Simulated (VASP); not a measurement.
A run of VASP 6.6.1:

The input INCAR:

```
SYSTEM = Be4H
PREC     = Accurate       ! precision mode
ENCUT    = 600            ! plane-wave cutoff, eV
EDIFF    = 1E-6           ! SCF threshold, eV
ISMEAR   = 0              ! smearing method
SIGMA    = 0.05           ! smearing width, eV
LREAL    = .False.        ! projectors in reciprocal space
LASPH    = .True.         ! aspherical terms in the spheres
NELM     = 80             ! most SCF steps
ALGO     = Normal         ! electronic algorithm
ISIF     = 3              ! what is computed and relaxed
LWAVE    = .False.        ! write WAVECAR
LCHARG   = .False.        ! write CHGCAR
GGA      = PS             ! functional
IBRION   = 2              ! ionic algorithm
NSW      = 60             ! ionic steps
EDIFFG   = -0.005         ! ionic threshold
```

The input KPOINTS:

```
regular mesh
0
Gamma
  10 10 6
  0 0 0
```

POSCAR

```
Be4H
1.0
    3.0020168100      0.0000000000      0.0000000000
   -1.5010084000      2.5998228200      0.0000000000
    0.0000000000      0.0000000000      4.5542779400
Be H
4 1
Direct
    0.5000000000      0.0000000000      0.0000000000
    0.0000000000      0.5000000000      0.0000000000
    0.5000000000      0.5000000000      0.0000000000
    0.0000000000      0.0000000000      0.5000000000
    0.0000000000      0.0000000000      0.0000000000
```

Potentials or basis: VASP PAW PBE potentials, release 64 (Be, H).

Launch:

```bash
$ cat potpaw_PBE.64/Be/POTCAR potpaw_PBE.64/H/POTCAR > POTCAR
$ mpirun -np 1 vasp_std > vasp.out
```

Hardware: 1 thread of AMD EPYC 9R45 96-Core Processor (Zen 5), on a shared host.

Q: How long does it take, and how much memory?

A: It took 2.1 min on 1 thread of AMD EPYC 9R45 96-Core Processor (Zen 5), on a shared host, peak memory 0.13 GiB. Counts: scf iterations 141, k points 56, ion steps 19.
